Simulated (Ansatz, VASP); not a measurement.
# Si2W: VASP beside Ansatz

Contents of INCAR:

```
PREC = Accurate ; ENCUT = 520
EDIFF = 1E-6 ; ISMEAR = 0
SIGMA = 0.028999999999999998 ; LREAL = F
LASPH = T ; NELM = 80
ALGO = Normal ; ISIF = 2
LWAVE = F ; LCHARG = T
GGA = PE ; LELF = T
LVHAR = T ; NBANDS = 18
```

The input KPOINTS:

```
regular mesh
0
Gamma
  12 12 12
```

POSCAR

```
Si2W
1.0
   -1.6069000000      1.6069000000      3.9149500000
    1.6069000000     -1.6069000000      3.9149500000
    1.6069000000      1.6069000000     -3.9149500000
W Si
1 2
Direct
    0.0000000000      0.0000000000      0.0000000000
    0.6653000000      0.6653000000      0.0000000000
    0.3347000000      0.3347000000      0.0000000000
```

The input input.yaml:

```yaml
crystal:
  lattice:
    - [-1.6069, 1.6069, 3.91495]
    - [1.6069, -1.6069, 3.91495]
    - [1.6069, 1.6069, -3.91495]
  atoms:
    - { symbol: W, position: [0.0, 0.0, 0.0] }
    - { symbol: Si, position: [0.6653, 0.6653, 0.0] }
    - { symbol: Si, position: [0.3347, 0.3347, 0.0] }
hamiltonian:
  xc: pbe
  pseudopotentials: { kind: paw }
kpoints:
  mp_grid: { grid: [12, 12, 12] }
scf:
  occupations: { method: gaussian, width: 0.029 }
output:
  forces: true
  stress: true
  eigenvalues: true
```

Alike in both runs: task single point; functional PBE; k mesh 12 × 12 × 12; occupations gaussian, width 0.029 eV; no spin polarisation.

|  | VASP | Ansatz |
| --- | --- | --- |
| version | VASP 6.6.1 | Ansatz 0.2.0 |
| potentials or method | VASP PAW PBE potentials, release 64 (W_sv, Si) | Ansatz PAW |
| plane-wave cutoff (eV) | 520 | 420 |
| valence electrons in the cell | 22 | 22 |

Ansatz gave:

```
gap on the k mesh at the Fermi level (eV)       : none
pressure (GPa)                                  : 3.3
largest component of the traceless stress (GPa) : 0.43
rms of the force components (eV/Å)              : 0.038
```

**Question.** Which values does VASP return?

**Answer.** gap on the k mesh at the Fermi level (eV): none; pressure (GPa): 3.3; largest component of the traceless stress (GPa): 0.37; rms of the force components (eV/Å): 0.040.

Atom by atom the forces differ by 0.001 eV/Å (rms over components). A gap of «none» marks a metal or a gap that the smearing closes.

The runs have no spin-orbit coupling, so splittings on W are missing.
